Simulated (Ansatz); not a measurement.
**Ti$_{3}$Al: a vibration from a frozen displacement**

Method: DFT PBEsol, scalar-relativistic, plane waves, PAW (Ansatz). Settings: plane waves to 420 eV, k-mesh 18×18×6 (Γ-centred), Gaussian smearing 0.15 eV. No spin polarisation. Energies are free energies at this smearing, counted from the undisturbed cell; pressure is positive in compression.

Zero of the scan (relaxed at this level; it needn't be the usual structure):

```yaml
crystal:
  lattice:
    - [2.89578, 0.00000, 0.00000]
    - [-1.44789, 2.50782, 0.00000]
    - [0.00000, 0.00000, 9.13935]
  atoms:
    - { symbol: Ti, position: [0.66667, 0.33333, 0.00000] }
    - { symbol: Ti, position: [0.33333, 0.66667, 0.75118] }
    - { symbol: Ti, position: [0.33333, 0.66667, 0.24882] }
    - { symbol: Al, position: [0.66667, 0.33333, 0.50000] }
```

Atom 2 (Ti) is moved by x along the Cartesian unit vector (0.000, 0.000, 1.000); the cell and all other atoms stay fixed. The cell's volume is 66.37 Å³; the moved atoms weigh 47.867 u together and the others 122.716 u.

| x (Å) | ΔE (meV/cell) | total force on the moved atoms along the move (eV/Å) | pressure (GPa) |
| --- | --- | --- | --- |
| -0.3000 | 323.73 | 2.2443 | 1.6786 |
| -0.2000 | 141.60 | 1.4246 | 0.6503 |
| -0.1000 | 35.36 | 0.7070 | 0.0850 |
| 0.0000 | 0.00 | -0.0037 | 0.0059 |
| 0.0500 | 9.35 | -0.3726 | 0.1523 |
| 0.1000 | 37.54 | -0.7583 | 0.4228 |
| 0.1500 | 85.52 | -1.1654 | 0.8164 |
| 0.2000 | 154.49 | -1.5980 | 1.3318 |
| 0.2500 | 245.78 | -2.0586 | 1.9668 |
| 0.3000 | 360.84 | -2.5481 | 2.7182 |

Q: What frequency belongs to this motion?

A: The force constant is k = −dF/dx = 7.288 eV/Å², from the parabola through x = -0.1000, 0 and 0.0500. In every cell the moved atoms swing against the rest, so the mass is μ = m₁m₂/(m₁ + m₂) = 34.435 u, and ν̃ = 521.5 cm⁻¹ × √(|k|/μ) = 240 cm⁻¹. The pattern needn't be a normal mode: ν̃² is then a weighted mean of the squared nonzero frequencies at the zone centre of this cell, so it lies between the lowest and the highest of them.

Q: How far does the harmonic law reach?

A: At x = -0.300 Å, kx²/2 = 327.94 meV against the computed 323.73 meV (-1.3 %): the well is still close to harmonic there.

In a metal these slopes depend on the k mesh and the smearing.

Cost: 10 runs of about 2.9 core-minutes in all, on Intel Xeon Platinum 8488C (Sapphire Rapids) (shared hosts).